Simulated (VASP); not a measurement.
# Pd (Fd-3m) in VASP: further runs, part 2 of 2

VASP 6.6.1. The steps go on from the part before.

### Step 3. Single point, PBE

Input file INCAR:

```
SYSTEM = Pd
PREC     = Accurate       ! precision mode
ENCUT    = 520            ! plane-wave cutoff, eV
EDIFF    = 1E-6           ! SCF threshold, eV
ISMEAR   = -1             ! smearing method
SIGMA    = 0.05           ! smearing width, eV
LREAL    = .FALSE.        ! projectors in reciprocal space
LASPH    = .TRUE.         ! aspherical terms in the spheres
NELM     = 80             ! most SCF steps
ALGO     = Normal         ! electronic algorithm
ISIF     = 2              ! what is computed and relaxed
LWAVE    = .FALSE.        ! write WAVECAR
LCHARG   = .FALSE.        ! write CHGCAR
GGA      = PE             ! functional
NBANDS   = 11             ! bands
```

Input file KPOINTS:

```
Automatic mesh
0
G
  10 10 10
  0 0 0
```

Input file POSCAR:

```
Pd
1.0
    1.5767282364      1.5767282364      1.5767282364
   -1.5767282364      1.5767282364      1.5767282364
   -1.5767282364     -1.5767282364      1.5767282364
Pd
1
Direct
    0.0000000000      0.0000000000      0.0000000000
```

Potentials or basis: VASP PAW PBE potentials, release 64 (Pd).

Run with:

```
cat potpaw_PBE.64/Pd/POTCAR > POTCAR
mpirun -np 1 vasp_std > vasp.out
```

It took 4.7 s on 1 thread of Intel Xeon Platinum 8488C (Sapphire Rapids), shared host; peak memory 0.12 GiB.

The run converged. Its results:

| Property | Result |
| --- | --- |
| Free energy | -5.1781 eV |
| Pressure | -2.5 GPa |
| Band gap on the k mesh | none (metal or under the smearing width) |

Levels at points of the mesh, in eV from the Fermi level:
```
           k point  band 2  band 3  band 4  band 5  band 6  band 7  band 8  band 9
(0.00, 0.00, 0.00)   -2.70   -2.70   -2.70   -0.88   -0.88   19.24   19.24   19.24
(0.50, 0.00, 0.00)   -3.79   -0.95   -0.67    0.53    1.51    7.45   14.99   17.26
(0.50, 0.50, 0.50)   -4.77    0.18    0.18    0.18    9.01    9.01    9.01   16.76
```

### Step 4. Single point, PBE

This run uses another cell than the first one, of 24.93 Å³/atom, 1.015 times its volume.

Input file INCAR:

```
PREC = Accurate ; ENCUT = 520
EDIFF = 1E-7 ; ISMEAR = -1
SIGMA = 0.05 ; LREAL = False
LASPH = True ; NELM = 100
ALGO = Normal ; ISIF = 2
LWAVE = False ; LCHARG = True
GGA = PE ; LELF = True
LVHAR = True ; NBANDS = 17
```

Input file KPOINTS:

```
regular mesh
0
Gamma
  7 7 7
```

Input file POSCAR:

```
Pd
1.0
    0.0000000000      2.9213108823      2.9213108823
    2.9213108823      0.0000000000      2.9213108823
    2.9213108823      2.9213108823      0.0000000000
Pd
2
Direct
    1.0000000000      1.0000000000      1.0000000000
    0.2500000000      0.2500000000      0.2500000000
```

Potentials or basis: VASP PAW PBE potentials, release 64 (Pd).

Run with:

```
cat potpaw_PBE.64/Pd/POTCAR > POTCAR
mpirun -np 1 vasp_std > vasp.out
```

OUTCAR:

```text
PREC = Accurate
   ENCUT = 520
   EDIFF = 1E-7
   ISMEAR = -1
   LREAL = False
   LASPH = True
   NELM = 100
   ISIF = 2
   GGA = PE

 ion  position               nearest neighbor table
   1  0.000  0.000  0.000-   2 2.53   2 2.53   2 2.53   2 2.53
   2  0.250  0.250  0.250-   1 2.53   1 2.53   1 2.53   1 2.53

  LATTYP: Found a face centered cubic cell.
 ALAT       =     5.8426217646

  Lattice vectors:

 A1 = (   0.0000000000,   2.9213108823,   2.9213108823)
 A2 = (   2.9213108823,   0.0000000000,   2.9213108823)
 A3 = (   2.9213108823,   2.9213108823,   0.0000000000)

Analysis of symmetry for initial positions (statically):
=====================================================================
 Subroutine PRICEL returns:
 Original cell was already a primitive cell.

 Routine SETGRP: Setting up the symmetry group for a
 face centered cubic supercell.

 Subroutine GETGRP returns: Found 48 space group operations
 (whereof 24 operations were pure point group operations)
 out of a pool of 48 trial point group operations.

The static configuration has the point symmetry T_d .
[... 155 lines left out ...]

  energy without entropy =       -8.11986415  energy(sigma->0) =       -8.15131850

 E-fermi :   3.7459     XC(G=0):  -9.8120

 val. band max:        3.7377302837   @ k =   0.4286   0.1429   0.0000
 cond. band min:       3.7483116472   @ k =  -0.2857   0.2857   0.0000
 fundamental gap:      0.0105813635
 Fermi energy:         3.7459369288

 k-point     1 :       0.0000    0.0000    0.0000
  band No.  band energies     occupation
      1      -0.6292      2.00000
      2       0.5631      2.00000
      3       0.5631      2.00000
      4       0.6768      2.00000
      5       0.6768      2.00000
      6       0.6768      2.00000
[... 377 lines left out ...]
      4       1.1096      2.00000
      5       1.4382      2.00000
      6       1.8367      2.00000
[... 9 lines left out ...]
     16      17.1038      0.00000
     17      18.2601      0.00000

------------------------ aborting loop because EDIFF is reached ----------------------------------------

  FORCE on cell =-STRESS in cart. coord.  units (eV):
  Direction    XX          YY          ZZ          XY          YZ          ZX
  --------------------------------------------------------------------------------------
  -------------------------------------------------------------------------------------
  Total       -0.3713513     -0.3713513     -0.3713513     -0.0000000     -0.0000000      0.0000000
  in kB      -11.9325200    -11.9325200    -11.9325200     -0.0000000     -0.0000000      0.0000000
  external PRESSURE =     -11.9325200 kB  Pullay stress =       0.0000000 kB

 VOLUME and BASIS-vectors are now :
 -----------------------------------------------------------------------------
  energy-cutoff  :      520.00
  volume of cell :       49.86
      direct lattice vectors                 reciprocal lattice vectors
     0.000000000  2.921310882  2.921310882    -0.171156039  0.171156039  0.171156039
     2.921310882  0.000000000  2.921310882     0.171156039 -0.171156039  0.171156039
     2.921310882  2.921310882  0.000000000     0.171156039  0.171156039 -0.171156039

 POSITION                                       TOTAL-FORCE (eV/Angst)
 -----------------------------------------------------------------------------------
      0.00000      0.00000      0.00000        -0.000000      0.000000      0.000000
      1.46066      1.46066      1.46066         0.000000     -0.000000     -0.000000
 -----------------------------------------------------------------------------------
    total drift:                               -0.000000      0.000000      0.000000

  FREE ENERGIE OF THE ION-ELECTRON SYSTEM (eV)
  ---------------------------------------------------
  free  energy   TOTEN  =        -8.1827728577 eV

  energy  without entropy=       -8.1198641517  energy(sigma->0) =       -8.15131850
```

It took 14 s on 1 thread of Intel Xeon Platinum 8488C (Sapphire Rapids), shared host; peak memory 0.17 GiB.

What came out:

```
Free energy            : -8.1828 eV
Pressure               : -1.2 GPa
Band gap on the k mesh : none (metal or under the smearing width)
```

### Step 5. The runs side by side

```tsv
cell	k mesh	gap on the mesh (eV)	pressure (GPa)
Fd-3m, 24.56 Å³/atom	7 × 7 × 7	none	-0.3
Im-3m, 15.68 Å³/atom	10 × 10 × 10	none	-2.5
Fd-3m, 24.93 Å³/atom	7 × 7 × 7	none	-1.2
```

Alike in all rows: task single point; level PBE; potentials or basis VASP PAW PBE potentials, release 64 (Pd); no spin polarisation; cutoff (eV) 520; smearing fermi-dirac 0.05 eV.

Every run on the cell as given and a fine mesh finds a metal.

Absolute energies hang on the potentials; compare differences alone.
